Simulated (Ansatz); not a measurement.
# MnO2 (P6_3/mmc) in Ansatz: further runs, part 2 of 2

Ansatz 0.2.0.

**3. Relaxation of cell and atoms, PBEsol+U, collinear spin, ferromagnetic start**

input.yaml

```yaml
crystal:
  lattice:
    - [2.8549554371, 0.0, 0.0]
    - [-1.4274777185, 2.4724639352, 0.0]
    - [0.0, 0.0, 10.2217427273]
  atoms:
    - { symbol: Mn, position: [0.0, 0.0, 0.5], spin: 4.0 }
    - { symbol: Mn, position: [0.0, 0.0, 0.0], spin: 4.0 }
    - { symbol: O, position: [0.6666666667, 0.3333333333, 0.40685645] }
    - { symbol: O, position: [0.6666666667, 0.3333333333, 0.09314355] }
    - { symbol: O, position: [0.3333333333, 0.6666666667, 0.59314355] }
    - { symbol: O, position: [0.3333333333, 0.6666666667, 0.90685645] }
hamiltonian:
  xc: pbesol
  pseudopotentials: { kind: paw }
  hubbard: { sites: [{ species: Mn, l: d, u_eff: 2.0 }] }
magnetization:
  spin_polarized: true
kpoints:
  mp_grid: { grid: [11, 11, 3] }
scf:
  occupations: { method: fermi_dirac, width: 0.05 }
output:
  forces: true
  stress: true
  eigenvalues: true
  write_density: true
  write_potential: true
  elf: true
  volumetric_format: npy
relax:
  f_tol: 0.01
  max_steps: 40
  cell: { stress_tol: 0.05 }
```

Potentials or basis: Ansatz PAW.

The run is started by

```console
ansatz run input.yaml --threads 2 --pin off --max-ram 5632MiB --backend cpu --events-out ev --progress --plain --runs-dir out
```

Output:

```text
Warning: RAYON_NUM_THREADS=2 ignored (pool sized by the plan → 2); use --threads N
Mn: projections on atomic orbitals take those of the free atom [Ne] 3s2 3p6 3d5 4s2, of charge +0.00 (hamiltonian.pseudopotentials.projection_atoms); the dataset's partial waves leave at most 9.0e-7 of an orbital's norm unspanned inside its sphere
O: projections on atomic orbitals take those of the free atom [He] 2s2 2p4, of charge +0.00 (hamiltonian.pseudopotentials.projection_atoms); the dataset's partial waves leave at most 1.9e-8 of an orbital's norm unspanned inside its sphere
Engine: ansatz 0.2.0, x86_64-unknown-linux-gnu
Pseudopotentials: kind: paw
Pseudopotential: Mn, paw, valence charge 15, recommended cutoff 420 eV (normal), Mn.paw.azcp
Pseudopotential: O, paw, valence charge 6, recommended cutoff 420 eV (normal), O.paw.azcp
Functional definition: PBEsol
  exchange = pbesol_x
  correlation = pbesol_c
Crystal: 6 atoms, lattice volume = 72.153 Å³
Basis set: ecut = 420 eV, 1427 PW (Γ), exchange–correlation on 40×40×144 points (8 copies of the dense FFT grid, shifted against one another)
Bands: 38, of which v1, the nominal top of the filled ones, is band 27 counted from 1 (26 counted from 0)
Symmetry: 24 space group operations
Space group: P63/mmc (ITA 194), of the structure as read, at distance tolerance 4.2e-5 Å
Magnetic group: BNS 194.263 (UNI 1493), of the structure as read, at distance tolerance 4.2e-5 Å
k-points: 32 of 363
Non-local potential: Mn, projectors of the file, l = 0: 3, l = 1: 2, l = 2: 3, l = 3: 1
Non-local potential: O, projectors of the file, l = 0: 2, l = 1: 2, l = 2: 1
PAW form: soft (Blöchl's): semilocal exchange-correlation on the pseudo side does not see the compensation charge
PAW frozen core: Mn, regenerated for the run's functional, and the local potential with it (the file was generated under x = pbe(κ = 0.804, μ = 0.2195149727645171), c = pbe(β = 0.06672455060314922))
PAW frozen core: O, regenerated for the run's functional, and the local potential with it (the file was generated under x = pbe(κ = 0.804, μ = 0.2195149727645171), c = pbe(β = 0.06672455060314922))
PAW one-centre angular grid: Mn, 590 points (default); XC on 64 Gauss nodes
PAW one-centre angular grid: O, 110 points (default); XC on 64 Gauss nodes
Initial density: superposition of atomic densities (chi_scale 0.1, normalization cell, long waves kept (reshape's long-wave potential 0.21 eV rms))
Starting moments: Σ|m| = 8 μB on 2 of 6 sites
[... 410 lines left out ...]
--- Forces (eV/Å), atoms counted from 1 ---
  atom   1  Mn    -0.00000000     0.00000000     0.00000000
  atom   2  Mn     0.00000000     0.00000000     0.00000000
  atom   3  O     -0.00000000     0.00000000    -0.00078369
  atom   4  O     -0.00000000     0.00000000     0.00078369
  atom   5  O      0.00000000    -0.00000000     0.00078369
  atom   6  O      0.00000000    -0.00000000    -0.00078369
  max |Σ_I F_I| component: 3.70e-17 eV/Å
--- Stress (GPa, compression-positive) ---
       -0.002865       0.000000       0.000000
        0.000000      -0.002865       0.000000
        0.000000       0.000000       0.044791
  P = ⅓ Tr σ = 0.0130 GPa (0.130 kbar)
--- Band table (eV; the first three rows and the last of 64) ---
  k-point 0 ↑: bands = ["-76.4242", "-76.4242", "-45.1968", "-45.1968", "-45.1894", "-45.1894", "-45.1894", "-45.1894", "-14.3511", "-14.3400", "-12.0960", "-12.0747", "-1.4271", "-1.3024", "-1.0819", "-1.0819", "-1.0807", "-1.0807", "1.7369", "1.7369", "1.7374", "1.7374", "3.1954", "3.5761", "3.7816", "3.7816", "3.7880", "3.7880", "4.3381", "4.4756", "7.9550", "7.9550", "7.9611", "7.9611", "11.7110", "13.1958", "13.6804", "15.1243"]
  k-point 1 ↑: bands = ["-76.4242", "-76.4242", "-45.1968", "-45.1968", "-45.1894", "-45.1894", "-45.1894", "-45.1894", "-14.3484", "-14.3428", "-12.0907", "-12.0800", "-1.3968", "-1.3345", "-1.0816", "-1.0816", "-1.0810", "-1.0810", "1.7370", "1.7370", "1.7373", "1.7373", "3.2813", "3.4699", "3.7835", "3.7835", "3.7862", "3.7862", "4.3842", "4.4505", "7.9566", "7.9566", "7.9596", "7.9596", "11.9351", "12.5421", "14.3488", "14.9372"]
  k-point 2 ↑: bands = ["-76.4227", "-76.4226", "-45.2027", "-45.2027", "-45.1947", "-45.1947", "-45.1924", "-45.1924", "-14.2411", "-14.2302", "-12.1251", "-12.1049", "-1.3074", "-1.1921", "-1.1509", "-1.1323", "-0.9763", "-0.9751", "1.5388", "1.5401", "1.5708", "1.5716", "3.4045", "3.4903", "3.4959", "3.7602", "3.8735", "3.8793", "4.4304", "4.5728", "7.6556", "7.6809", "7.8911", "7.8973", "12.0384", "13.3908", "14.0501", "15.5114"]
  k-point 31 ↓: bands = ["-73.0649", "-73.0649", "-42.1363", "-42.1363", "-42.0973", "-42.0973", "-41.7797", "-41.7797", "-12.4762", "-12.4738", "-12.4666", "-12.4643", "-0.2305", "-0.2171", "-0.0289", "-0.0179", "0.6172", "0.6289", "2.0607", "2.0922", "2.3822", "2.4307", "2.6448", "2.6854", "6.9808", "6.9875", "7.5519", "7.5653", "7.6918", "7.7073", "8.9425", "8.9597", "8.9836", "9.0030", "17.8965", "18.0959", "18.4680", "18.6543"]
--- Relaxed structure (16 steps of the walk, 16 accepted, 8 SCFs on fresh bases) ---
  F+E_penalty+E_count = -9978.01489777 eV   max|allowed force component| = 7.837e-4 eV/Å   (the final SCF, on the basis selected at the relaxed cell)
  cell:  # Å, volume = 79.0656 Å³
    - [2.8569573050042214, -2.8887628730645246e-11, 0.0]
    - [-1.428478652477093, 2.474197603675626, 0.0]
    - [0.0, 0.0, 11.185341191570641]
  atoms:
    - { symbol: Mn, position: [-4.586838822814509e-34, -2.1644359696760727e-35, 0.5] }
    - { symbol: Mn, position: [-7.5749832296135214e-34, -3.4626887756280776e-35, -5.656972339115837e-20] }
    - { symbol: O, position: [0.6666666666666667, 0.3333333333333333, 0.41527338976090716] }
    - { symbol: O, position: [0.6666666666666667, 0.3333333333333333, 0.08472661023909274] }
    - { symbol: O, position: [0.3333333333333333, 0.6666666666666666, 0.5847266102390927] }
    - { symbol: O, position: [0.3333333333333333, 0.6666666666666666, 0.915273389760907] }
```

rho_z.tsv:

```text
# z_ang	rho[e/angstrom^3]	rho_spin[e/angstrom^3]
# format = ansatz-planar-average/11
# lattice	2.856957305	-0.000000000	0.000000000
# lattice	-1.428478652	2.474197604	0.000000000
# lattice	0.000000000	0.000000000	11.185341192
# sites	6
# site	25	-0.000000000	-0.000000000	5.592670596
# site	25	-0.000000000	-0.000000000	-0.000000000
# site	8	1.428478653	0.824732535	4.644974552
# site	8	1.428478653	0.824732535	0.947696044
# site	8	0.000000000	1.649465069	6.540366639
# site	8	0.000000000	1.649465069	10.237645148
0.000000	2.499306e0	5.335000e-1
0.149138	2.258697e0	4.604236e-1
0.298276	1.725998e0	3.113051e-1
0.447414	1.261993e0	1.841438e-1
0.596552	1.058972e0	1.002886e-1
0.745689	1.048662e0	4.716679e-2
[... 67 lines left out ...]
10.887065	1.725998e0	3.113051e-1
11.036203	2.258697e0	4.604236e-1
```

v_z.tsv:

```text
# z_ang	v_es[eV]	v_tot_up[eV]	v_tot_dn[eV]
# format = ansatz-planar-average/11
# xc	pbesol
# density_cutoff_ev	1680
# datasets	Mn=:simpson_from_first_knot:soft:shift=-858434	O=:simpson_from_first_knot:soft:shift=-234619
# lattice	2.856957305	-0.000000000	0.000000000
# lattice	-1.428478652	2.474197604	0.000000000
# lattice	0.000000000	0.000000000	11.185341192
# sites	6
# site	25	-0.000000000	-0.000000000	5.592670596
# site	25	-0.000000000	-0.000000000	-0.000000000
# site	8	1.428478653	0.824732535	4.644974552
# site	8	1.428478653	0.824732535	0.947696044
# site	8	0.000000000	1.649465069	6.540366639
# site	8	0.000000000	1.649465069	10.237645148
0.000000	-1.029188e1	-2.522417e1	-2.439657e1
0.149138	-9.734364e0	-2.454694e1	-2.375744e1
0.298276	-8.785553e0	-2.352971e1	-2.276492e1
0.447414	-7.986655e0	-2.252010e1	-2.179017e1
0.596552	-6.585118e0	-2.094882e1	-2.022404e1
0.745689	-4.809593e0	-1.872572e1	-1.810487e1
[... 67 lines left out ...]
10.887065	-8.785553e0	-2.352971e1	-2.276492e1
11.036203	-9.734364e0	-2.454694e1	-2.375744e1
```

Run time: 75 s. Hardware: 2 threads of Intel Xeon 6975P-C (Granite Rapids), shared host; peak memory 0.58 GiB.

Results:

| Item | Value |
| --- | --- |
| Free energy | -9978.0149 eV |
| Relaxed volume | 13.18 Å³/atom |
| Relaxed cell | a = 2.857 Å, b = 2.857 Å, c = 11.185 Å, α = 90.00°, β = 90.00°, γ = 120.00° |
| Space group after relaxing (to 0.05 Å) | P6_3/mmc (No. 194) |
| Energy gained by relaxing | 1.8 meV/atom |
| Ionic steps | 25 |
| Pressure after relaxing | 0.0 GPa |
| Band gap on the k mesh | 2.00 eV, indirect (least direct gap 2.10 eV) |
| Net moment | 6.00 μB per cell |
| Absolute moment | 6.38 μB per cell |
| Site moments | Mn +2.62; O -0.02 μB |

The path:
```
step  energy change (eV)  largest force (eV/Å)  volume (Å³)
   1              0.0000                0.0826        72.15
   2              0.0023                0.0190        73.35
   3              0.0035                0.0020        73.66
   4             -0.0051                0.0023        73.66
   5             -0.0020                0.0089        74.61
   6              0.0003                0.0019        75.09
   7             -0.0078                0.0025        75.09
   8             -0.0045                0.0027        75.94
   9             -0.0028                0.0124        76.28
  10             -0.0028                0.0003        76.28
  11             -0.0092                0.0005        76.28
  12             -0.0072                0.0008        76.76
  13             -0.0055                0.0084        77.12
  14             -0.0054                0.0000        77.15
  15             -0.0101                0.0001        77.15
  16             -0.0075                0.0006        77.75
  17             -0.0104                0.0006        77.75
  18             -0.0085                0.0078        78.20
  19             -0.0080                0.0006        78.31
  20             -0.0107                0.0007        78.31
  21             -0.0089                0.0007        78.72
  22             -0.0109                0.0008        78.72
  23             -0.0094                0.0007        79.07
  24             -0.0109                0.0008        79.07
  25             -0.0109                0.0008        79.07
```

Final structure:
```yaml
crystal:
  lattice:
    - [2.85696, 0.00000, 0.00000]
    - [-1.42848, 2.47420, 0.00000]
    - [0.00000, 0.00000, 11.18534]
  atoms:
    - { symbol: Mn, position: [0.00000, 0.00000, 0.50000] }
    - { symbol: Mn, position: [0.00000, 0.00000, 0.00000] }
    - { symbol: O, position: [0.66667, 0.33333, 0.41527] }
    - { symbol: O, position: [0.66667, 0.33333, 0.08473] }
    - { symbol: O, position: [0.33333, 0.66667, 0.58473] }
    - { symbol: O, position: [0.33333, 0.66667, 0.91527] }
```

Eigenvalues of the final occupation matrices:
| site | spin | trace | eigenvalues |
| --- | --- | --- | --- |
| site 1 | 1 | 4.02 | 0.52 0.52 0.99 0.99 0.99 |
| site 1 | 2 | 1.05 | 0.12 0.13 0.13 0.33 0.33 |
| site 2 | 1 | 4.02 | 0.52 0.52 0.99 0.99 0.99 |
| site 2 | 2 | 1.05 | 0.12 0.13 0.13 0.33 0.33 |

Caveat: the magnetic or orbital state may not be the lowest; odd divisions of the mesh miss points on the zone boundary, where band edges often lie, so the gap on the mesh can be too wide; the plane-wave basis is chosen anew once the cell has moved, so the energies of steps on either side of that aren't comparable; the pressure holds a Pulay correction of +0.7 GPa for the finite cutoff; only a ferromagnetic start was run, and an antiferromagnetic order may lie lower in energy; the PAW data sets come from PBE, with cores solved anew for the run's functional, which leaves a small shift of forces and pressure. The state reached can hang on the start; a lower one may exist.

**4. Relaxation of cell and atoms, PBEsol+U, collinear spin, ferromagnetic start**

input.yaml, as its differences from that of step 3:

```diff
@@ -15,3 +15,3 @@
   pseudopotentials: { kind: paw }
-  hubbard: { sites: [{ species: Mn, l: d, u_eff: 2.0 }] }
+  hubbard: { sites: [{ species: Mn, l: d, u_eff: 3.0 }] }
 magnetization:
```

The run is started by

```console
ansatz run input.yaml --threads 2 --pin off --max-ram 5632MiB --backend cpu --events-out ev --progress --plain --runs-dir out
```

Run time: 86 s. Hardware: 2 threads of Intel Xeon 6975P-C (Granite Rapids), shared host; peak memory 0.57 GiB.

It converged, with:

```yaml
Free_energy: -9976.7319 eV
Relaxed_volume: 13.22 Å³/atom
Relaxed_cell: a = 2.868 Å, b = 2.868 Å, c = 11.140 Å, α = 90.00°, β = 90.00°, γ = 120.00°
Space_group_after_relaxing_to_0.05_Å: P6_3/mmc (No. 194)
Energy_gained_by_relaxing: 2.3 meV/atom
Ionic_steps: 25
Pressure_after_relaxing: 0.0 GPa
Band_gap_on_the_k_mesh: 2.14 eV, indirect (least direct gap 2.29 eV)
Net_moment: 6.00 μB per cell
Absolute_moment: 6.67 μB per cell
Site_moments: Mn +2.70; O -0.06 μB
```

Step by step:
| step | energy change (eV) | largest force (eV/Å) | volume (Å³) |
| --- | --- | --- | --- |
| 1 | 0.0000 | 0.0118 | 72.15 |
| 2 | 0.0018 | 0.0319 | 73.71 |
| 3 | 0.0031 | 0.0147 | 74.06 |
| 4 | 0.0031 | 0.0004 | 74.08 |
| 5 | -0.0076 | 0.0009 | 74.08 |
| 6 | -0.0045 | 0.0062 | 75.04 |
| 7 | -0.0020 | 0.0024 | 75.59 |
| 8 | -0.0105 | 0.0026 | 75.59 |
| 9 | -0.0071 | 0.0001 | 76.47 |
| 10 | -0.0054 | 0.0007 | 76.80 |
| 11 | -0.0122 | 0.0004 | 76.80 |
| 12 | -0.0097 | 0.0011 | 77.41 |
| 13 | -0.0082 | 0.0003 | 77.72 |
| 14 | -0.0129 | 0.0003 | 77.72 |
| 15 | -0.0103 | 0.0026 | 78.33 |
| 16 | -0.0132 | 0.0026 | 78.33 |
| 17 | -0.0110 | 0.0031 | 78.85 |
| 18 | -0.0117 | 0.0003 | 78.68 |
| 19 | -0.0134 | 0.0004 | 78.68 |
| 20 | -0.0122 | 0.0010 | 78.97 |
| 21 | -0.0136 | 0.0011 | 78.97 |
| 22 | -0.0131 | 0.0003 | 79.09 |
| 23 | -0.0120 | 0.0001 | 79.34 |
| 24 | -0.0137 | 0.0002 | 79.34 |
| 25 | -0.0137 | 0.0002 | 79.34 |

Final structure:
```
Mn O
1.0
     2.86772    0.00000    0.00000
    -1.43386    2.48352    0.00000
     0.00000    0.00000   11.14001
Mn O
2 4
Cartesian
  0.0000 0.0000 5.5700
  0.0000 0.0000 0.0000
  1.4339 0.8278 4.6233
  1.4339 0.8278 0.9467
  0.0000 1.6557 6.5168
  0.0000 1.6557 10.1933
```

Levels at points of the mesh, in eV from the valence-band top:
Spin up:
```csv
k point,band 28,band 29,band 30,band 31,band 32,band 33
"(0.00, 0.00, 0.00)",-0.54,-0.30,-0.15,3.47,3.47,3.47
```
Spin down:
| k point | band 20 | band 21 | band 22 | band 23 | band 24 | band 25 | band 26 | band 27 | band 28 | band 29 |
| --- | --- | --- | --- | --- | --- | --- | --- | --- | --- | --- |
| (0.00, 0.00, 0.00) | -0.77 | -0.65 | -0.65 | -0.65 | -0.65 | 2.57 | 2.57 | 2.57 | 2.57 | 4.00 |

Eigenvalues of the final occupation matrices:
| site | spin | trace | eigenvalues |
| --- | --- | --- | --- |
| site 1 | 1 | 4.06 | 0.54 0.54 0.99 0.99 0.99 |
| site 1 | 2 | 0.99 | 0.11 0.12 0.12 0.32 0.32 |
| site 2 | 1 | 4.06 | 0.54 0.54 0.99 0.99 0.99 |
| site 2 | 2 | 0.99 | 0.11 0.12 0.12 0.32 0.32 |

Caveat: the magnetic or orbital state may not be the lowest; odd divisions of the mesh miss points on the zone boundary, where band edges often lie, so the gap on the mesh can be too wide; the plane-wave basis is chosen anew once the cell has moved, so the energies of steps on either side of that aren't comparable; the pressure holds a Pulay correction of +0.7 GPa for the finite cutoff; only a ferromagnetic start was run, and an antiferromagnetic order may lie lower in energy; the PAW data sets come from PBE, with cores solved anew for the run's functional, which leaves a small shift of forces and pressure. A k mesh can miss the band edges.

**5. The runs side by side**

| U | gap on the mesh (eV) | pressure (GPa) | moment (μB) | relaxed volume (Å³/atom) |
| --- | --- | --- | --- | --- |
| Mn d U = 1 eV | 1.41 | 0.0 | 6.00 | 13.05 |
| Mn d U = 2 eV | 2.00 | 0.0 | 6.00 | 13.18 |
| Mn d U = 3 eV | 2.14 | 0.0 | 6.00 | 13.22 |

Alike in all rows: task relaxation of cell and atoms; level PBEsol+U; potentials or basis Ansatz PAW; spin collinear, ferromagnetic start; cell relaxed; k mesh 11 × 11 × 3; cutoff (eV) 420; smearing fermi-dirac 0.05 eV.

Caveats: the magnetic or orbital state may not be the lowest; odd divisions of the mesh miss points on the zone boundary, where band edges often lie, so the gap on the mesh can be too wide; the plane-wave basis is chosen anew once the cell has moved, so the energies of steps on either side of that aren't comparable; only a ferromagnetic start was run, and an antiferromagnetic order may lie lower in energy; the PAW data sets come from PBE, with cores solved anew for the run's functional, which leaves a small shift of forces and pressure.

Total energies depend on the potentials used, so only differences within one code and one set of settings carry meaning.
